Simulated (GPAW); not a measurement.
# ZrSe2 (P-3m1) in GPAW: a series of runs

Aim: see how the results for ZrSe2 move with the level of theory and the settings. Levels: PBEsol+D4, RPBE+D3(BJ). Tasks: relaxation of cell and atoms.

All numbers are computed with GPAW 26.7.0; they aren't measurements. Logs are shortened: lines on timing, memory, paths and dates and some standing lists are left out, and cuts for length are marked. The log counts tension as positive stress, the text compression.

**1. The crystal as given**

The structure is trigonal, space group P-3m1 (No. 164). Conventional cell: a = 3.798 Å, b = 3.798 Å, c = 6.192 Å, α = 90.00°, β = 90.00°, γ = 120.00°. Around Zr (site symmetry -3m) lie 6 Se at 2.68 Å. Se (site symmetry 3m) has 3 Zr at 2.68 Å as nearest neighbours.

**2. Relaxation of cell and atoms, PBEsol+D4, target pressure 1 GPa, at which the enthalpy is minimised**

Input file run.py:

```python
from ase import Atoms
from ase.calculators.mixing import SumCalculator
from ase.filters import FrechetCellFilter
from ase.io import write
from ase.optimize import BFGS
from ase.units import GPa
from dftd4.ase import DFTD4
from gpaw import GPAW, PW, setup_paths

setup_paths.insert(0, '.')

atoms = Atoms(['Zr', 'Se', 'Se'],
              cell=[[3.798, 0.0, 0.0],
                    [-1.899, 3.2891644836, 0.0],
                    [0.0, 0.0, 6.192]],
              scaled_positions=[[0.0, 0.0, 0.0],
                                [0.6666666667, 0.3333333333, 0.75],
                                [0.3333333333, 0.6666666667, 0.25]],
              pbc=True)

calc = GPAW(mode=PW(600),
            xc='PBEsol',
            kpts={'size': (8, 8, 5), 'gamma': True},
            occupations={'name': 'fermi-dirac', 'width': 0.05},
            nbands=24,
            convergence={'density': 1e-05, 'forces': 0.0001},
            maxiter=150,
            txt='gpaw.txt')
atoms.calc = SumCalculator([calc, DFTD4(method='pbesol')])
opt = BFGS(FrechetCellFilter(atoms, scalar_pressure=1 * GPa), trajectory='relax.traj', logfile='-')
done = opt.run(fmax=0.02, steps=100)
calc.write('gs.gpw')
write('result.traj', atoms)
print('Converged:', done)
print('Cell:', atoms.cell.cellpar().round(4))
print('Volume:', round(atoms.get_volume(), 4))
print(atoms.get_scaled_positions().round(5))
```

Potentials or basis: PAW data sets generated in the run's folder for this functional, pw.

On the command line:

```console
> gpaw-setup -f PBEsol Se Zr
> OMP_NUM_THREADS=1 python run.py
```

gpaw.txt:

```text
__  _  _
 | _ |_)|_||  |
 |__||  | ||/\| - 26.7.0

Input parameters:
  mode=PW(ecut=600.0),
  convergence={'density': 1e-05, 'forces': 0.0001},
  kpts=MonkhorstPack(size=(8, 8, 5), gamma=True),
  maxiter=150,
  nbands=24,
  occupations=Occupations(name='fermi-dirac', width=0.05),
  xc=XC(name='PBEsol')

Diagonalizing LCAO Hamiltonian
Converting LCAO to pw mode

            Se

        Se

       Zr

Atoms  # Å, Bohr magnetons
|   | symbol |         x |        y |        z |    initial magnetic moments |
|---|--------|-----------|----------|----------|-----------------------------|
| 0 |     Zr |  0.000000 | 0.000000 | 0.000000 | ( 0.0000,  0.0000,  0.0000) |
| 1 |     Se |  1.899000 | 1.096388 | 4.644000 | ( 0.0000,  0.0000,  0.0000) |
| 2 |     Se | -0.000000 | 2.192776 | 1.548000 | ( 0.0000,  0.0000,  0.0000) |

Unit cell  # Å
| periodic |         x |        y |        z |  lengths |     angles |
|----------|-----------|----------|----------|----------|------------|
|      yes |  3.798000 | 0.000000 | 0.000000 | 3.798000 |  90.000000 |
|      yes | -1.899000 | 3.289164 | 0.000000 | 3.798000 |  90.000000 |
|      yes |  0.000000 | 0.000000 | 6.192000 | 6.192000 | 120.000000 |

Number of symmetries: 12
Symmetry operations  # r_c * U_cc + t_c -> r_c
|    | kind |            matrix            |
|----|------|------------------------------|
|  0 |  σ   |  1, 1, 0,  0,-1, 0,  0, 0, 1 |
|  1 |  S6  |  1, 1, 0, -1, 0, 0,  0, 0,-1 |
|  2 |  E   |  1, 0, 0,  0, 1, 0,  0, 0, 1 |
|  3 |  C2  |  1, 0, 0, -1,-1, 0,  0, 0,-1 |
|  4 |  C2  |  0, 1, 0,  1, 0, 0,  0, 0,-1 |
|  5 |  C3  |  0, 1, 0, -1,-1, 0,  0, 0, 1 |
|  6 |  S6  |  0,-1, 0,  1, 1, 0,  0, 0,-1 |
|  7 |  σ   |  0,-1, 0, -1, 0, 0,  0, 0, 1 |
|  8 |  σ   | -1, 0, 0,  1, 1, 0,  0, 0, 1 |
|  9 |  i   | -1, 0, 0,  0,-1, 0,  0, 0,-1 |
| 10 |  C3  | -1,-1, 0,  1, 0, 0,  0, 0, 1 |
| 11 |  C2  | -1,-1, 0,  0, 1, 0,  0, 0,-1 |
[... 176 lines left out ...]
|          8 |         2.780 |     2.000 |
|          9 |         5.458 |     1.974 |
[... 8 lines left out ...]
|         18 |        10.453 |     0.000 |
|         19 |        14.403 |     0.000 |
|        ... |               |           |
|         23 |        18.398 |     0.000 |

Gap: 0.359 eV
Transition (v -> c):
  (s=0, k=0, n=11, [0.00, 0.00, 0.00]) -> (s=0, k=39, n=12, [0.50, 0.50, 0.40])
Direct/indirect transitions are different
Direct gap: 1.013 eV
Transition at: (s=0, k=0, n=11, [0.00, 0.00, 0.00])

Stress tensor  # eV/Ang^3
|        x |        y |         z |
|----------|----------|-----------|
| 0.013062 | 0.000000 |  0.000000 |
| 0.000000 | 0.013062 |  0.000000 |
| 0.000000 | 0.000000 | -0.000019 |

Forces  # eV/Ang
|        x |        y |        z |
|----------|----------|----------|
|  0.00000 |  0.00000 |  0.00000 |  # Zr   0
|  0.00000 |  0.00000 | -0.06551 |  # Se   1
| -0.00000 | -0.00000 |  0.06551 |  # Se   2

Interpolating wave functions to new cell

            Se

        Se

       Zr

Atoms  # Å, Bohr magnetons
|   | symbol |         x |        y |        z |    initial magnetic moments |
|---|--------|-----------|----------|----------|-----------------------------|
| 0 |     Zr |  0.000000 | 0.000000 | 0.000000 | ( 0.0000,  0.0000,  0.0000) |
| 1 |     Se |  1.892997 | 1.092922 | 4.635701 | ( 0.0000,  0.0000,  0.0000) |
| 2 |     Se | -0.000000 | 2.185844 | 1.546560 | ( 0.0000,  0.0000,  0.0000) |

Unit cell  # Å
| periodic |         x |         y |         z |  lengths |     angles |
|----------|-----------|-----------|-----------|----------|------------|
|      yes |  3.785994 | -0.000000 |  0.000000 | 3.785994 |  90.000000 |
|      yes | -1.892997 |  3.278767 | -0.000000 | 3.785994 |  90.000000 |
|      yes |  0.000000 | -0.000000 |  6.182261 | 6.182261 | 120.000000 |

Number of symmetries: 12
Symmetry operations  # r_c * U_cc + t_c -> r_c
|    | kind |            matrix            |
|----|------|------------------------------|
|  0 |  σ   |  1, 1, 0,  0,-1, 0,  0, 0, 1 |
|  1 |  S6  |  1, 1, 0, -1, 0, 0,  0, 0,-1 |
|  2 |  E   |  1, 0, 0,  0, 1, 0,  0, 0, 1 |
|  3 |  C2  |  1, 0, 0, -1,-1, 0,  0, 0,-1 |
|  4 |  C2  |  0, 1, 0,  1, 0, 0,  0, 0,-1 |
|  5 |  C3  |  0, 1, 0, -1,-1, 0,  0, 0, 1 |
|  6 |  S6  |  0,-1, 0,  1, 1, 0,  0, 0,-1 |
|  7 |  σ   |  0,-1, 0, -1, 0, 0,  0, 0, 1 |
|  8 |  σ   | -1, 0, 0,  1, 1, 0,  0, 0, 1 |
|  9 |  i   | -1, 0, 0,  0,-1, 0,  0, 0,-1 |
| 10 |  C3  | -1,-1, 0,  1, 0, 0,  0, 0, 1 |
| 11 |  C2  | -1,-1, 0,  0, 1, 0,  0, 0,-1 |
[... 126 lines left out ...]
convergence criteria:
- Maximum integral of absolute [dens]ity change: 1e-05 electrons / valence electron
- Maximum change in the atomic [forces] across last 2 cycles: 0.0001 eV/Ang OR
Maximum error relative to the maximum force is below inf
- Maximum [total energy] change in last 3 cyles: 0.0005 eV / valence electron
- Maximum integral of absolute [eigenst]ate change: 4e-08 eV^2 / valence electron
maximum number of iterations: 150

SCF iterations
|iter     | |      energy | eigst |  dens |force |
|---------|-|-------------|-------|-------|------|
|iter:   1| |  -19.670910 | -1.95 |       |      |
|iter:   2| |  -19.669997 | -3.82 | -2.21 |      |
|iter:   3| |  -19.666072c| -3.92 | -2.25 |      |
|iter:   4| |  -19.665613c| -4.38 | -2.70 |      |
|iter:   5| |  -19.665506c| -5.06 | -2.98 |      |
|iter:   6| |  -19.665510c| -6.11 | -3.55 |      |
|iter:   7| |  -19.665511c| -7.61c| -4.52 |      |
|iter:   8| |  -19.665511c| -8.32c| -5.04c|      |
|iter:   9| |  -19.665511c| -8.81c| -5.73c|-3.67 |
|iter:  10| |  -19.665511c| -9.20c| -6.20c|-4.55c|

Converged in 10 steps
Energy contributions relative to reference atoms: (reference = -229954.514091)

Energy contributions:
  Kinetic:          21.017232
  Coulomb:         -23.607921
  Zero:              0.298135
  External:          0.000000
  Xc:              -17.372627
  Entropy:          -0.000658
  Spinorbit:         0.000000
  ----------------------------
  Free energy:     -19.665839
  Extrapolated:    -19.665511

dipole moment: (-6.918138, -11.982566, -22.593662)  # |e|*Ang
[... 11 lines left out ...]
|          8 |         2.853 |     2.000 |
|          9 |         5.554 |     1.965 |
[... 8 lines left out ...]
|         18 |        10.553 |     0.000 |
|         19 |        14.514 |     0.000 |
|        ... |               |           |
|         23 |        18.534 |     0.000 |

Gap: 0.350 eV
Transition (v -> c):
  (s=0, k=0, n=11, [0.00, 0.00, 0.00]) -> (s=0, k=39, n=12, [0.50, 0.50, 0.40])
Direct/indirect transitions are different
Direct gap: 1.021 eV
Transition at: (s=0, k=0, n=11, [0.00, 0.00, 0.00])

Stress tensor  # eV/Ang^3
|         x |        y |         z |
|-----------|----------|-----------|
|  0.009158 | 0.000000 | -0.000000 |
|  0.000000 | 0.009158 |  0.000000 |
| -0.000000 | 0.000000 | -0.002950 |

Forces  # eV/Ang
|        x |        y |        z |
|----------|----------|----------|
| -0.00000 |  0.00000 |  0.00000 |  # Zr   0
| -0.00000 |  0.00000 | -0.13512 |  # Se   1
|  0.00000 | -0.00000 |  0.13512 |  # Se   2

Interpolating wave functions to new cell

            Se

        Se

       Zr
[... 165 lines left out ...]
SCF iterations
|iter     | |      energy | eigst |  dens |force |
|---------|-|-------------|-------|-------|------|
|iter:   1| |  -19.995084 | -0.37 |       |      |
|iter:   2| |  -19.910042 | -2.21 | -1.34 |      |
|iter:   3| |  -19.676218 | -2.33 | -1.39 |      |
|iter:   4| |  -19.657296 | -3.01 | -1.93 |      |
|iter:   5| |  -19.657341 | -4.09 | -2.54 |      |
|iter:   6| |  -19.657483c| -4.78 | -2.90 |      |
|iter:   7| |  -19.657401c| -5.65 | -3.17 |      |
|iter:   8| |  -19.657400c| -7.06 | -4.08 |      |
|iter:   9| |  -19.657400c| -7.92c| -4.50 |      |
|iter:  10| |  -19.657400c| -8.25c| -5.32c|      |
|iter:  11| |  -19.657400c| -8.99c| -5.92c|-3.94 |
|iter:  12| |  -19.657400c| -9.39c| -6.74c|-4.53c|

Converged in 12 steps
Energy contributions relative to reference atoms: (reference = -229954.514091)

Energy contributions:
  Kinetic:          27.690064
  Coulomb:         -28.961548
  Zero:              0.299262
  External:          0.000000
  Xc:              -18.684342
  Entropy:          -0.001669
  Spinorbit:         0.000000
  ----------------------------
  Free energy:     -19.658234
  Extrapolated:    -19.657400

dipole moment: (-6.780998, -11.745034, -22.382147)  # |e|*Ang
[... 774 lines left out ...]
Stress tensor  # eV/Ang^3
|         x |         y |         z |
|-----------|-----------|-----------|
| -0.017487 | -0.000000 |  0.000000 |
| -0.000000 | -0.017487 | -0.000000 |
|  0.000000 | -0.000000 | -0.003801 |

Forces  # eV/Ang
|        x |        y |        z |
|----------|----------|----------|
| -0.00000 |  0.00000 |  0.00000 |  # Zr   0
| -0.00000 |  0.00000 | -0.03245 |  # Se   1
|  0.00000 | -0.00000 |  0.03245 |  # Se   2

Diagonalizing LCAO Hamiltonian
Converting LCAO to pw mode

            Se

        Se

       Zr

Atoms  # Å, Bohr magnetons
|   | symbol |         x |         y |         z |    initial magnetic moments |
|---|--------|-----------|-----------|-----------|-----------------------------|
| 0 |     Zr |  0.000000 | -0.000000 | -0.000000 | ( 0.0000,  0.0000,  0.0000) |
| 1 |     Se |  1.826003 |  1.054243 |  4.440921 | ( 0.0000,  0.0000,  0.0000) |
| 2 |     Se | -0.000000 |  2.108486 |  1.627455 | ( 0.0000,  0.0000,  0.0000) |

Unit cell  # Å
| periodic |         x |         y |         z |  lengths |     angles |
|----------|-----------|-----------|-----------|----------|------------|
|      yes |  3.652005 | -0.000000 |  0.000000 | 3.652005 |  90.000000 |
|      yes | -1.826003 |  3.162729 | -0.000000 | 3.652005 |  90.000000 |
|      yes |  0.000000 | -0.000000 |  6.068376 | 6.068376 | 120.000000 |
[... 1148 lines left out ...]
Stress tensor  # eV/Ang^3
|         x |         y |         z |
|-----------|-----------|-----------|
| -0.014124 |  0.000000 | -0.000000 |
|  0.000000 | -0.014124 |  0.000000 |
| -0.000000 |  0.000000 | -0.014340 |

Forces  # eV/Ang
|        x |        y |        z |
|----------|----------|----------|
|  0.00000 |  0.00000 |  0.00000 |  # Zr   0
|  0.00000 | -0.00000 |  0.00566 |  # Se   1
| -0.00000 |  0.00000 | -0.00566 |  # Se   2

# Writing to gs.gpw (mode='')
```

Wall time 10 min (1 thread of Intel Xeon at 2.70GHz, shared host); peak memory 0.46 GiB.

Results:

```
Free energy                                            : -20.2391 eV
Relaxed volume                                         : 22.89 Å³/atom
Relaxed cell                                           : a = 3.674 Å, b = 3.674 Å, c = 5.875 Å, α = 90.00°, β = 90.00°, γ = 120.00°
Space group after relaxing (to 0.05 Å)                 : P-3m1 (No. 164)
Energy change on relaxing (the enthalpy is what falls) : -17.5 meV/atom
Ionic steps                                            : 11
Pressure after relaxing                                : 1.0 GPa
Largest force after relaxing                           : 0.005 eV/Å
Band gap on the k mesh                                 : none (metal or under the smearing width)
Dispersion energy per atom                             : -0.196 eV
```

Forces on the atoms (eV/Å):
```
Zr   0.000  0.000  0.000
Se   0.000  0.000  0.005
Se   0.000  0.000 -0.005
```

Step by step:
| step | energy change (eV) | largest force (eV/Å) | pressure (GPa) | volume (Å³) |
| --- | --- | --- | --- | --- |
| 1 | 0.0000 | 0.0697 | -2.44 | 77.35 |
| 2 | -0.0092 | 0.1393 | -1.88 | 76.74 |
| 3 | -0.0263 | 0.5105 | 1.52 | 73.13 |
| 4 | -0.0305 | 0.4816 | 1.65 | 72.66 |
| 5 | -0.0441 | 0.0889 | 1.05 | 70.34 |
| 6 | -0.0450 | 0.0349 | 0.81 | 70.27 |
| 7 | -0.0476 | 0.0711 | 0.30 | 70.09 |
| 8 | -0.0501 | 0.1588 | -0.05 | 69.65 |
| 9 | -0.0511 | 0.1760 | 0.06 | 69.00 |
| 10 | -0.0522 | 0.0894 | 0.54 | 68.73 |
| 11 | -0.0524 | 0.0047 | 0.96 | 68.66 |

Final structure:
```xyz
3
Lattice="3.6735 0.0000 0.0000 -1.8368 3.1814 0.0000 0.0000 0.0000 5.8746" Properties=species:S:1:pos:R:3 pbc="T T T"
Zr    0.0000    0.0000    0.0000
Se    1.8368    1.0605    4.2726
Se    0.0000    2.1209    1.6020
```

Caveat: later steps reuse the first step's grids.

**3. Relaxation of cell and atoms, RPBE+D3(BJ)**

Input file run.py:

```python
from ase.calculators.mixing import SumCalculator
from ase.filters import FrechetCellFilter
from ase.io import read, write
from ase.optimize import BFGS
from dftd3.ase import DFTD3
from gpaw import GPAW, PW

atoms = read('POSCAR')

calc = GPAW(mode=PW(600),
            xc='RPBE',
            kpts={'size': (8, 8, 5), 'gamma': True},
            occupations={'name': 'fermi-dirac', 'width': 0.05},
            nbands=24,
            convergence={'density': 1e-05, 'forces': 0.0001},
            maxiter=150,
            txt='gpaw.txt')
atoms.calc = SumCalculator([calc, DFTD3(method='rpbe', damping='d3bj')])
opt = BFGS(FrechetCellFilter(atoms), trajectory='relax.traj', logfile='-')
done = opt.run(fmax=0.05, steps=60)
calc.write('gs.gpw')
write('result.traj', atoms)
print('Converged:', done)
print('Cell:', atoms.cell.cellpar().round(4))
print('Volume:', round(atoms.get_volume(), 4))
print(atoms.get_scaled_positions().round(5))
```

Input file POSCAR:

```
ZrSe2
1.0
    3.7980000000      0.0000000000      0.0000000000
   -1.8990000000      3.2891644836      0.0000000000
    0.0000000000      0.0000000000      6.1920000000
Zr Se
1 2
Direct
    0.0000000000      0.0000000000      0.0000000000
    0.6666666667      0.3333333333      0.7500000000
    0.3333333333      0.6666666667      0.2500000000
```

Potentials or basis: the program's PAW data sets (release 1.2.1) made for this functional, pw.

On the command line:

```console
> OMP_NUM_THREADS=1 python run.py
```

Wall time 4.4 min (1 thread of Intel Xeon at 2.70GHz, shared host); peak memory 0.33 GiB.

Results (log left out):

* Free energy: -23.9918 eV
* Relaxed volume: 18.13 Å³/atom
* Relaxed cell: a = 3.334 Å, b = 3.334 Å, c = 5.651 Å, α = 90.00°, β = 90.00°, γ = 120.00°
* Space group after relaxing (to 0.05 Å): P-3m1 (No. 164)
* Energy gained by relaxing: 332.8 meV/atom
* Ionic steps: 10
* Pressure after relaxing: 0.1 GPa
* Largest force after relaxing: 0.017 eV/Å
* Band gap on the k mesh: none (metal or under the smearing width)
* Dispersion energy per atom: -2.799 eV

Forces on the atoms (eV/Å):
```
Zr   0.000  0.000  0.000
Se   0.000  0.000 -0.017
Se   0.000  0.000  0.017
```

Step by step:
```
step  energy change (eV)  largest force (eV/Å)  pressure (GPa)  volume (Å³)
   1              0.0000                0.2674          -10.16        77.35
   2             -0.1131                0.0329           -8.50        75.57
   3             -0.3607                1.5337            1.00        67.55
   4             -0.4189                1.4330            0.57        66.90
   5             -0.8367                0.6199           -1.08        58.57
   6             -0.8888                0.0460           -1.41        53.98
   7             -0.9005                0.1079           -1.25        54.26
   8             -0.9881                0.3317            0.25        55.39
   9             -0.9976                0.0843            0.60        54.21
  10             -0.9984                0.0170            0.13        54.39
```

Final structure:
```xyz
3
Lattice="3.3337 0.0000 0.0000 -1.6668 2.8870 0.0000 0.0000 0.0000 5.6512" Properties=species:S:1:pos:R:3 pbc="T T T"
Zr    0.0000    0.0000    0.0000
Se    1.6668    0.9623    3.9261
Se    0.0000    1.9247    1.7252
```

Levels at points of the mesh, in eV from the Fermi level:
| k point | band 9 | band 10 | band 11 | band 12 | band 13 | band 14 | band 15 | band 16 |
| --- | --- | --- | --- | --- | --- | --- | --- | --- |
| (0.00, 0.00, 0.00) | -2.07 | 0.34 | 0.93 | 0.96 | 0.96 | 1.71 | 1.71 | 3.93 |
| (0.50, 0.50, 0.00) | -3.39 | -2.46 | -2.06 | -1.74 | -0.15 | 4.16 | 4.39 | 5.98 |

Caveat: later steps reuse the first step's grids; the volume moved by over 15 % at a fixed basis, so the end points are rough; the volume moved by -30 % from the deposited cell, more than functionals usually miss.
